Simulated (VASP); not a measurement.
Set up this calculation in VASP 6.6.1, as the native input.

| Item | Value |
| --- | --- |
| Task | electric field gradients |
| Functional | PBE |
| Potentials or basis | VASP PAW PBE potentials, release 64 (Ta_pv, N) |
| Cutoff | 520 eV |
| k mesh | 15 × 15 × 9 |
| Occupations | fermi-dirac, width 0.05 eV |
| Spin | no spin polarisation |
| Dipole correction | no |
| Further INCAR settings | ALGO = Fast; EDIFF = 1e-08; NBANDS = 20 |

The structure of Ta2N lies in POSCAR:

```
Ta2N
1.0
    3.1128615060      0.0000000000      0.0000000000
   -1.5564307530      2.6958171426      0.0000000000
    0.0000000000      0.0000000000      4.8698410000
Ta N
2 1
Direct
    0.6666666667      0.3333333333      0.7452890000
    0.3333333333      0.6666666667      0.2547110000
    0.0000000000      0.0000000000      0.0000000000
```

The cell comes from a database or a generator and needn't be the stable form of this composition.

These files were run (other wordings do the same):

INCAR

```
SYSTEM = Ta2N
PREC = Accurate
ENCUT = 520
EDIFF = 1E-8
ISMEAR = -1
SIGMA = 0.05
LREAL = .False.
LASPH = .True.
NELM = 100
ALGO = Fast
ISIF = 2
LWAVE = .False.
LCHARG = .False.
GGA = PE
LEFG = .True.
NBANDS = 20
```

KPOINTS

```
Automatic mesh
0
Gamma
  15 15 9
  0 0 0
```

Potentials or basis: VASP PAW PBE potentials, release 64 (Ta_pv, N).

The run is started by

```console
$ cat potpaw_PBE.64/Ta_pv/POTCAR potpaw_PBE.64/N/POTCAR > POTCAR
$ mpirun -np 1 vasp_std > vasp.out
```

Results of the run:

```yaml
Pressure: -0.9 GPa
Largest_force: 0.004 eV/Å
Band_gap_on_the_k_mesh: none (metal or under the smearing width)
```

Wall time 2.7 min on 1 thread of Intel(R) Xeon(R) Platinum 8259CL CPU @ 2.50GHz (Skylake/Cascade Lake) (shared host), peak memory 0.27 GiB.
